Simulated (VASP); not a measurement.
The system is AlN.

```
Al N
1.0
     3.11300    0.00000    0.00000
    -1.55650    2.69594    0.00000
     0.00000    0.00000    4.98100
Al N
2 2
Direct
  0.33333 0.66667 0.00000
  0.66667 0.33333 0.50000
  0.33333 0.66667 0.38000
  0.66667 0.33333 0.88000
```

- Program: VASP 6.6.1
- Task: relaxation of cell and atoms
- Functional: PBE
- Potentials or basis: VASP PAW PBE potentials, release 64 (Al, N)
- Cutoff: 600 eV
- k mesh: 8 × 8 × 5
- Occupations: gaussian, width 0.05 eV
- Spin: no spin polarisation

At the start: pressure 3.3 GPa; volume 10.45 Å³/atom.

Task: How do energy, volume and symmetry change on relaxing?

Result: Over 7 steps the energy falls by 2.1 meV/atom and the volume is 10.63 Å³/atom (+1.7 %); space group P6_3mc (No. 186, to 0.05 Å).

The path:
| step | energy change (eV) | largest force (eV/Å) | pressure (GPa) | volume (Å³) |
| --- | --- | --- | --- | --- |
| 1 | 0.0000 | 0.1290 | 3.33 | 41.80 |
| 2 | -0.0018 | 0.0913 | -2.78 | 43.13 |
| 3 | -0.0083 | 0.0034 | 0.00 | 42.50 |
| 4 | -0.0083 | 0.0058 | 0.07 | 42.48 |
| 5 | -0.0083 | 0.0074 | 0.04 | 42.49 |
| 6 | -0.0083 | 0.0081 | 0.03 | 42.49 |
| 7 | -0.0083 | 0.0022 | -0.02 | 42.50 |

Final structure:
```
CELL_PARAMETERS angstrom
3.12816 0.00000 0.00000
-1.56408 2.70907 0.00000
0.00000 0.00000 5.01549
ATOMIC_POSITIONS crystal
Al 0.33333 0.66667 0.99923
Al 0.66667 0.33333 0.49923
N 0.33333 0.66667 0.38077
N 0.66667 0.33333 0.88077
```
